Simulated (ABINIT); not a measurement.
A calculation with ABINIT 10.8.3 (patched build) of TaN (native input, structure typed inline):

Contents of run.abi:

```
pp_dirpath "./"
pseudos "Ta.GGA_PBE-JTH.xml, N.GGA_PBE-JTH.xml"

acell 3*1.0
rprim
     5.1633132223     0.0000000000     0.0000000000
     0.0000000000     5.1633132223     0.0000000000
     0.0000000000     0.0000000000     5.1633132223
ntypat 2
znucl 73 7
natom 2
typat 1 2
xred
     0.0000000000     0.0000000000     0.0000000000
     0.5000000000     0.5000000000     0.5000000000

ecut 707.496042 eV
pawecutdg 48.0
pawxcdev 0

kptopt 1
ngkpt 10 10 10
nshiftk 1
shiftk 0.0 0.0 0.0

ixc 11

nband 13
occopt 3
tsmear 0.00183747

nstep 100
tolvrs 1.0e-9

iomode 3
prtwf 0
prteig 0
prtebands 0
enunit 1
prtden 1
prtvha 1
prtvclmb 1
prtpot 1
```

Potentials or basis: JTH PAW PBE v2.0.

The run is started by

```sh
$ abinit run.abi > log 2>&1
```

The cell comes from a database or a generator and needn't be the stable form of this composition.

**Question.** Write the same calculation in another form: ASE script, structure typed inline.

**Answer.** As run:

The input run.py:

```python
import json, os
import numpy as np
from ase.units import GPa
from ase.calculators.abinit import Abinit, AbinitProfile
from ase import Atoms

atoms = Atoms(['Ta', 'N'],
              cell=[[2.73230769, 0.0, 0.0], [0.0, 2.73230769, 0.0], [0.0, 0.0, 2.73230769]],
              scaled_positions=[[0.0, 0.0, 0.0], [0.5, 0.5, 0.5]],
              pbc=True)

profile = AbinitProfile(command='abinit', pp_paths=[os.path.abspath('pseudos')])
params = dict(
    pps='pawxml', xc='PBE',
    ecut=707.496,
    pawecutdg=1306.1465,
    pawxcdev=0,
    kptopt=1,
    ngkpt=[10, 10, 10],
    nshiftk=1,
    shiftk=[0.0, 0.0, 0.0],
    ixc=11,
    nband=13,
    occopt=3,
    tsmear=0.05,
    nstep=100,
    tolvrs=1e-09,
    prtwf=0,
    prtden=0,
)

atoms.calc = Abinit(profile=profile, directory='run', **params)
energy = atoms.get_potential_energy()
forces = atoms.get_forces()
stress = atoms.get_stress()
print(f'energy {energy:.6f} eV')
print('forces (eV/A)')
print(np.round(forces, 5))
print('stress (GPa, Voigt, tension positive)', np.round(stress / GPa, 4))
json.dump(dict(energy=energy, forces=forces.tolist(), stress=stress.tolist(), cell=atoms.cell.tolist(), frac=atoms.get_scaled_positions(wrap=False).tolist()), open('results.json', 'w'))
```

Potentials or basis: JTH PAW PBE v2.0.

The run is started by

```bash
$ python run.py
```

Both were run:

|  | native input, structure typed inline | ASE script, structure typed inline |
| --- | --- | --- |
| Pressure | 5.6 GPa | 5.6 GPa |
| Band gap on the k mesh | none (metal or under the smearing width) | none (metal or under the smearing width) |
| Valence electrons inside the program's atomic spheres | Ta 10.79; N 2.55 | Ta 10.79; N 2.55 |

Keys that steer only the numerical path or the files written may differ.
